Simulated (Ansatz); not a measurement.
# Rh (P6_3/mmc) in Ansatz: notebook

One crystal, Rh, is run at these levels: LDA; tasks: single point, equation of state.

Program: Ansatz 0.2.0. These are calculated values, not measurements. Logs are shortened: lines on timing, memory, paths and dates and some standing lists are left out, and cuts for length are marked.

## 1. The structure

It takes space group P6_3/mmc (No. 194, hexagonal). The conventional cell has a = 2.692 Å, b = 2.692 Å, c = 8.798 Å, α = 90.00°, β = 90.00°, γ = 120.00°. Rh (site symmetry -6m2) has 12 Rh at 2.69 Å as nearest neighbours. Rh (site symmetry -3m) has 12 Rh at 2.69 Å as nearest neighbours.

This isn't the form of Rh at room conditions, which is fcc.

## 2. Single point, LDA, 12.97 Å³/atom (volume scaled by 0.94)

The input, input.yaml:

```yaml
crystal:
  lattice:
    - [2.6367956413, 0.0, 0.0]
    - [-1.3183978206, 2.28353201, 0.0]
    - [0.0, 0.0, 8.6184672829]
  atoms:
    - { symbol: Rh, position: [0.6666666667, 0.3333333333, 0.75] }
    - { symbol: Rh, position: [0.0, 0.0, 0.5] }
    - { symbol: Rh, position: [0.3333333333, 0.6666666667, 0.25] }
    - { symbol: Rh, position: [0.0, 0.0, 0.0] }
hamiltonian:
  xc: lda
  pseudopotentials: { kind: paw }
kpoints:
  mp_grid: { grid: [11, 11, 3] }
scf:
  occupations: { method: fermi_dirac, width: 0.05 }
output:
  forces: true
  stress: true
  eigenvalues: true
  write_density: true
  write_potential: true
  elf: true
  volumetric_format: npy
```

Potentials or basis: Ansatz PAW.

The run is started by

```bash
$ ansatz run input.yaml --threads 2 --pin off --max-ram 5632MiB --backend cpu --events-out ev --progress --plain --runs-dir out
```

The program printed:

```text
Warning: RAYON_NUM_THREADS=2 ignored (pool sized by the plan → 2); use --threads N
Engine: ansatz 0.2.0, aarch64-unknown-linux-gnu
Pseudopotentials: kind: paw
Pseudopotential: Rh, paw, valence charge 17, recommended cutoff 420 eV (normal), Rh.paw.azcp
Functional definition: SPW92
  exchange = slater_x
  correlation = pw_c
Crystal: 4 atoms, lattice volume = 51.894 Å³
Basis set: ecut = 420 eV, 1031 PW (Γ)
Bands: 41, of which v1, the nominal top of the filled ones, is band 34 counted from 1 (33 counted from 0)
Symmetry: 24 space group operations
Space group: P63/mmc (ITA 194), of the structure as read, at distance tolerance 3.7e-5 Å
k-points: 32 of 363
Non-local potential: Rh, projectors of the file, l = 0: 3, l = 1: 2, l = 2: 2, l = 3: 1
PAW form: soft (Blöchl's): semilocal exchange-correlation on the pseudo side does not see the compensation charge
PAW frozen core: Rh, regenerated for the run's functional, and the local potential with it (the file was generated under x = pbe(κ = 0.804, μ = 0.2195149727645171), c = pbe(β = 0.06672455060314922))
PAW one-centre angular grid: Rh, 590 points (default); XC on 64 Gauss nodes
Initial density: superposition of atomic densities (neutral atoms: chi_scale 0, normalization atom), corrected by the library's trained network
Initial wavefunctions: pseudopotential atomic-orbital guess
Functional: x = slater, c = lda
SCF iter   1: F=—  HF=-25114.512965 eV  |F-HF|=—  |Δ(HF+E_count)|=         —  Δρ=1.23e-2  dr2=4.39e-2  ethr=1.77e-3  ⟨swp⟩=6.2  Hψ=4567  notcnv=0  defer=1
preconditioner: auto → Kerker (q_TF=auto, 2.854 Å⁻¹)  [metal: Δε(μ)=0.006 eV  Ē_g=7.032 eV  σ=0.050 eV  W_gap=0.03  n_scr=24 (ndim 8)  ℏωp=30.9 eV  f_vac=0.000  D(μ)=5.88/eV (n_scr^D=66)]
SCF iter   2: F=—  HF=-25114.506826 eV  |F-HF|=—  |Δ(HF+E_count)|=   6.14e-3  Δρ=6.18e-3  dr2=9.37e-3  ethr=6.45e-5  ⟨swp⟩=2.6  Hψ=2153  notcnv=0  defer=9
SCF iter   3: F=—  HF=-25114.504124 eV  |F-HF|=—  |Δ(HF+E_count)|=   2.70e-3  Δρ=8.60e-4  dr2=1.12e-4  ethr=1.38e-5  ⟨swp⟩=2.0  Hψ=1835  notcnv=0  defer=9
SCF iter   4: F=—  HF=-25114.504119 eV  |F-HF|=—  |Δ(HF+E_count)|=   4.12e-6  Δρ=1.00e-4  dr2=3.77e-6  ethr=1.64e-7  ⟨swp⟩=2.2  Hψ=2295  notcnv=0  defer=9
SCF iter   5: F=—  HF=-25114.504121 eV  |F-HF|=—  |Δ(HF+E_count)|=   1.94e-6  Δρ=2.56e-5  dr2=2.13e-7  ethr=5.55e-9  ⟨swp⟩=2.2  Hψ=1656  notcnv=0  defer=9
SCF iter   6: F=-25114.504121 eV  HF=-25114.504121 eV  |F-HF|=5.31e-9  |Δ(HF+E_count)|=   3.27e-8  Δρ=3.52e-6  dr2=8.16e-9  ethr=1.47e-10  ⟨swp⟩=9.2  Hψ=7778  notcnv=0
SCF 1 converged in 6 iterations: F = -25114.504121 eV  dr2 = 8.16e-9
SCF converged after 6 iterations
Free energy (F): -25114.504121 eV
Harris-Foulkes:  -25114.504121 eV  (|F-HF|=5.31e-9)
Internal energy: -25114.457034 eV  (E = F + TS)
E sigma→0 (E₀):  -25114.480578 eV
Entropy (-TS):   -0.047087 eV (-11.772 meV/atom)
Fermi energy:    23.811039 eV
--- Per-component energies (eV) ---
  E_band       = -258.207980
  E_kinetic    = 2302.547935
  E_local      = -5988.926369  (includes V_loc(G=0)·N_el)
  E_nonlocal   = 1441.195859
  E_hartree    = 2100.461673
  E_xc         = -886.165681
  E_vxc        = -1117.498155  (∫ρ·V_xc dr)
  E_paw        = -13855.658103  (= ΣΔE_a)
  E_vpaw       = -1096.451377  (= ΣTr[D̂ρ^β])
  E_aug_tail   = 0.002926  (compensation charges beyond the density's cutoff)
  E_ewald      = -10230.405202
  E_core_change = 2.489929  (= ΣΔE_core)
  E_smearing   = -0.047087  (= −TS)
  E_closure    = 0.000000  (closes the sum)
  Σ components = -25114.504121   (vs F -25114.504121, Δ=0.00e0)
--- Forces (eV/Å), atoms counted from 1 ---
  atom   1  Rh     0.00000000     0.00000000     0.00000000
  atom   2  Rh     0.00000000    -0.00000000     0.00000000
  atom   3  Rh    -0.00000000    -0.00000000    -0.00000000
  atom   4  Rh    -0.00000000     0.00000000    -0.00000000
  max |Σ_I F_I| component: 9.25e-18 eV/Å
--- Stress (GPa, compression-positive) ---
        7.660092       0.000000      -0.000000
        0.000000       7.660092       0.000000
       -0.000000       0.000000       5.727834
  P = ⅓ Tr σ = 7.0160 GPa (70.160 kbar)
--- Band table (eV; the first three rows and the last of 32) ---
  k-point 0: bands = ["-55.1174", "-55.0472", "-55.0421", "-54.9713", "-23.4740", "-23.0322", "-23.0315", "-22.6816", "-22.6816", "-22.6245", "-22.6245", "-22.6161", "-22.6161", "-22.5720", "-22.5584", "-22.5584", "15.2987", "17.1095", "17.1380", "17.1532", "20.2672", "20.3014", "20.3283", "20.3283", "20.3713", "20.3713", "20.3734", "20.7955", "20.7955", "20.9064", "20.9064", "22.2291", "22.2291", "22.8807", "22.8807", "23.4372", "23.4372", "24.2925", "24.2925", "24.3944", "32.9003"]
  k-point 1: bands = ["-55.1077", "-55.0812", "-55.0080", "-54.9811", "-23.4157", "-23.2550", "-22.8043", "-22.6735", "-22.6735", "-22.6513", "-22.6513", "-22.6347", "-22.5892", "-22.5892", "-22.5667", "-22.5667", "15.5917", "16.3632", "17.1857", "17.3223", "20.0418", "20.2528", "20.4086", "20.4086", "20.4584", "20.4584", "20.6791", "20.6791", "20.7651", "20.7651", "21.5922", "22.4098", "22.4098", "22.7222", "22.7222", "23.4101", "23.6878", "23.6878", "24.1042", "24.1042", "34.1735"]
  k-point 2: bands = ["-55.1071", "-55.0395", "-55.0344", "-54.9662", "-23.4505", "-23.0382", "-23.0380", "-22.7366", "-22.6992", "-22.6674", "-22.6584", "-22.6378", "-22.6295", "-22.6150", "-22.5808", "-22.5674", "15.6093", "17.3519", "17.4258", "17.4437", "19.7672", "20.0046", "20.1780", "20.1958", "20.2933", "20.5466", "20.5492", "20.8470", "21.0318", "21.0563", "21.1236", "21.8688", "22.0091", "22.6496", "22.9678", "23.3300", "23.4031", "23.6174", "24.3310", "26.3849", "32.8389"]
  k-point 31: bands = ["-54.9427", "-54.9402", "-54.9312", "-54.9288", "-23.2931", "-23.2787", "-23.2340", "-23.2082", "-23.1085", "-23.0892", "-23.0449", "-22.9866", "-22.8689", "-22.8084", "-22.7822", "-22.7614", "18.0191", "18.1052", "18.6782", "18.6822", "18.8667", "19.0596", "19.3152", "19.5118", "20.1780", "20.3286", "20.4605", "20.7597", "21.7070", "21.8826", "22.6646", "22.8697", "23.8127", "24.0443", "24.2040", "24.3250", "29.9559", "30.2415", "31.0669", "31.0817", "32.5595"]
```

It took 2 s on 2 threads of Arm Neoverse V2, shared host; peak memory 0.33 GiB.

What came out:

```yaml
Free_energy: -25114.5041 eV
Pressure: 7.0 GPa
Band_gap_on_the_k_mesh: none (metal or under the smearing width)
```

Caveat: the PAW data sets come from PBE, with cores solved anew for the run's functional, which leaves a small shift of forces and pressure.

## 3. Single point, LDA, 13.25 Å³/atom (volume scaled by 0.96)

Changes to input.yaml since step 2:

```diff
@@ -2,5 +2,5 @@
   lattice:
-    - [2.6367956413, 0.0, 0.0]
-    - [-1.3183978206, 2.28353201, 0.0]
-    - [0.0, 0.0, 8.6184672829]
+    - [2.6553652365, 0.0, 0.0]
+    - [-1.3276826182, 2.2996137512, 0.0]
+    - [0.0, 0.0, 8.6791627142]
   atoms:
@@ -21,5 +21 @@
   eigenvalues: true
-  write_density: true
-  write_potential: true
-  elf: true
-  volumetric_format: npy
```

Potentials or basis: Ansatz PAW.

The run is started by

```bash
$ ansatz run input.yaml --threads 2 --pin off --max-ram 5632MiB --backend cpu --events-out ev --progress --plain --runs-dir out
```

Run time: 1.4 s. Hardware: 2 threads of Arm Neoverse V2, shared host; peak memory 0.33 GiB.

The run converged. Its results:

```yaml
Free_energy: -25114.5277 eV
Pressure: 0.0 GPa
Band_gap_on_the_k_mesh: none (metal or under the smearing width)
```

Caveat: the PAW data sets come from PBE, with cores solved anew for the run's functional, which leaves a small shift of forces and pressure.

## 4. Single point, LDA, 13.53 Å³/atom (volume scaled by 0.98)

Changes to input.yaml since step 3:

```diff
@@ -2,5 +2,5 @@
   lattice:
-    - [2.6553652365, 0.0, 0.0]
-    - [-1.3276826182, 2.2996137512, 0.0]
-    - [0.0, 0.0, 8.6791627142]
+    - [2.6736786789, 0.0, 0.0]
+    - [-1.3368393395, 2.3154736575, 0.0]
+    - [0.0, 0.0, 8.7390209003]
   atoms:
```

The run is started by

```bash
$ ansatz run input.yaml --threads 2 --pin off --max-ram 5632MiB --backend cpu --events-out ev --progress --plain --runs-dir out
```

It took 1.4 s on 2 threads of Arm Neoverse V2, shared host; peak memory 0.33 GiB.

It converged, with:

- Free energy: -25114.5060 eV
- Pressure: -6.2 GPa
- Band gap on the k mesh: none (metal or under the smearing width)

Caveat: the PAW data sets come from PBE, with cores solved anew for the run's functional, which leaves a small shift of forces and pressure.

## 5. Single point, LDA, 13.80 Å³/atom

Changes to input.yaml since step 4:

```diff
@@ -2,5 +2,5 @@
   lattice:
-    - [2.6736786789, 0.0, 0.0]
-    - [-1.3368393395, 2.3154736575, 0.0]
-    - [0.0, 0.0, 8.7390209003]
+    - [2.6917446234, 0.0, 0.0]
+    - [-1.3458723117, 2.3311192244, 0.0]
+    - [0.0, 0.0, 8.79807013]
   atoms:
```

The run is started by

```bash
$ ansatz run input.yaml --threads 2 --pin off --max-ram 5632MiB --backend cpu --events-out ev --progress --plain --runs-dir out
```

It took 1.5 s on 2 threads of Arm Neoverse V2, shared host; peak memory 0.33 GiB.

The run converged. Its results:

* Free energy: -25114.4442 eV
* Pressure: -11.6 GPa
* Band gap on the k mesh: none (metal or under the smearing width)

Caveat: the PAW data sets come from PBE, with cores solved anew for the run's functional, which leaves a small shift of forces and pressure.

## 6. Single point, LDA, 14.08 Å³/atom (volume scaled by 1.02)

Changes to input.yaml since step 5:

```diff
@@ -2,5 +2,5 @@
   lattice:
-    - [2.6917446234, 0.0, 0.0]
-    - [-1.3458723117, 2.3311192244, 0.0]
-    - [0.0, 0.0, 8.79807013]
+    - [2.7095712663, 0.0, 0.0]
+    - [-1.3547856331, 2.34655755, 0.0]
+    - [0.0, 0.0, 8.8563371932]
   atoms:
@@ -21 +21,5 @@
   eigenvalues: true
+  write_density: true
+  write_potential: true
+  elf: true
+  volumetric_format: npy
```

Potentials or basis: Ansatz PAW.

The run is started by

```bash
$ ansatz run input.yaml --threads 2 --pin off --max-ram 5632MiB --backend cpu --events-out ev --progress --plain --runs-dir out
```

Wall time 2.1 s (2 threads of Arm Neoverse V2, shared host); peak memory 0.34 GiB.

Results (log left out):

```
Free energy            : -25114.3471 eV
Pressure               : -16.4 GPa
Band gap on the k mesh : none (metal or under the smearing width)
```

Caveat: the PAW data sets come from PBE, with cores solved anew for the run's functional, which leaves a small shift of forces and pressure.

## 7. Single point, LDA, 14.35 Å³/atom (volume scaled by 1.04)

Changes to input.yaml since step 6:

```diff
@@ -2,5 +2,5 @@
   lattice:
-    - [2.7095712663, 0.0, 0.0]
-    - [-1.3547856331, 2.34655755, 0.0]
-    - [0.0, 0.0, 8.8563371932]
+    - [2.7271663779, 0.0, 0.0]
+    - [-1.3635831889, 2.3617953636, 0.0]
+    - [0.0, 0.0, 8.9138474877]
   atoms:
```

The run is started by

```bash
$ ansatz run input.yaml --threads 2 --pin off --max-ram 5632MiB --backend cpu --events-out ev --progress --plain --runs-dir out
```

Run time: 2.1 s. Hardware: 2 threads of Arm Neoverse V2, shared host; peak memory 0.34 GiB.

Results (log left out):

- Free energy: -25114.2192 eV
- Pressure: -20.6 GPa
- Band gap on the k mesh: none (metal or under the smearing width)

Caveat: the PAW data sets come from PBE, with cores solved anew for the run's functional, which leaves a small shift of forces and pressure.

## 8. Single point, LDA, 14.63 Å³/atom (volume scaled by 1.06)

Changes to input.yaml since step 7:

```diff
@@ -2,5 +2,5 @@
   lattice:
-    - [2.7271663779, 0.0, 0.0]
-    - [-1.3635831889, 2.3617953636, 0.0]
-    - [0.0, 0.0, 8.9138474877]
+    - [2.7445373327, 0.0, 0.0]
+    - [-1.3722686664, 2.3768390518, 0.0]
+    - [0.0, 0.0, 8.9706251171]
   atoms:
@@ -21,5 +21 @@
   eigenvalues: true
-  write_density: true
-  write_potential: true
-  elf: true
-  volumetric_format: npy
```

The run is started by

```bash
$ ansatz run input.yaml --threads 2 --pin off --max-ram 5632MiB --backend cpu --events-out ev --progress --plain --runs-dir out
```

Run time: 1.5 s. Hardware: 2 threads of Arm Neoverse V2, shared host; peak memory 0.34 GiB.

The run converged. Its results:

```
Free energy            : -25114.0641 eV
Pressure               : -24.3 GPa
Band gap on the k mesh : none (metal or under the smearing width)
```

Caveat: the PAW data sets come from PBE, with cores solved anew for the run's functional, which leaves a small shift of forces and pressure.

## 9. Equation of state, LDA

Potentials or basis: Ansatz PAW.

No new run: the results of the series are fitted here.

What came out:

- Equilibrium volume: 13.25 Å³/atom
- Bulk modulus at fixed shape and positions: 316 GPa
- Pressure derivative of the bulk modulus: 5.1

Energy against volume, from the lowest point:
| volume (Å³/atom) | energy (meV/atom) |
| --- | --- |
| 12.973 | 5.91 |
| 13.249 | 0.00 |
| 13.525 | 5.44 |
| 13.801 | 20.90 |
| 14.078 | 45.15 |
| 14.354 | 77.14 |
| 14.630 | 115.92 |

Caveat: the cell was scaled at fixed shape and fractional positions, which overstates the stiffness of a crystal with free parameters, most of all of layers and chains.
